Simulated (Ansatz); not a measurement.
**C: what symmetry allows forces and stress to be**

```
CELL_PARAMETERS angstrom
-0.13158 2.20755 3.30347
1.16461 0.00000 3.25521
1.29619 2.20755 -0.04826
ATOMIC_POSITIONS crystal
C 0.22544 0.77456 0.22544
C 0.77456 0.22544 0.77456
```

Level of theory: DFT PBE, scalar-relativistic, plane waves, PAW in Ansatz.

Plane waves to 420 eV, a k mesh through Γ of 14×14×14 on the computed 2-atom cell and Gaussian smearing (0.02 eV); no spin polarisation.

This distorted cell has space group C2/m, with 4 operations.

Q: Without a calculation: in which directions can each atom feel a force?

A: A force must be left unchanged by every operation that keeps its atom in place, so it lies in the space that those operations leave fixed. Atoms that the group maps onto each other feel forces of one size.
```csv
atom,site symmetry,operations at the site,equivalent to atom,allowed force (Cartesian)
C1,2,2,1,"along (0.00, 1.00, 0.00)"
C2,2,2,1,"along (0.00, 1.00, 0.00)"
```

That leaves 1 independent force component of 6. A relaxation in this cell that keeps the symmetry moves the atoms in these directions alone.

Q: And the stress tensor?

A: It must be invariant under the point group, which leaves 4 independent components: yz, xy vanish.

Q: Do the computed values obey this?

A: Yes. Forces (eV/Å):
```
C1   0.000 -4.404  0.000
C2   0.000  4.404  0.000
```

Stress (GPa, compression positive, xx yy zz yz xz xy): -7.54 28.90 4.35 0.00 0.53 0.00. The program imposes the same operations on density, forces and stress, so this confirms the analysis and is no independent test of the calculation.

The cell holds layers, and where no dispersion correction was added their binding is poorly described. The smearing is narrow for a metal on this mesh.

This form isn't the element's structure at ambient conditions.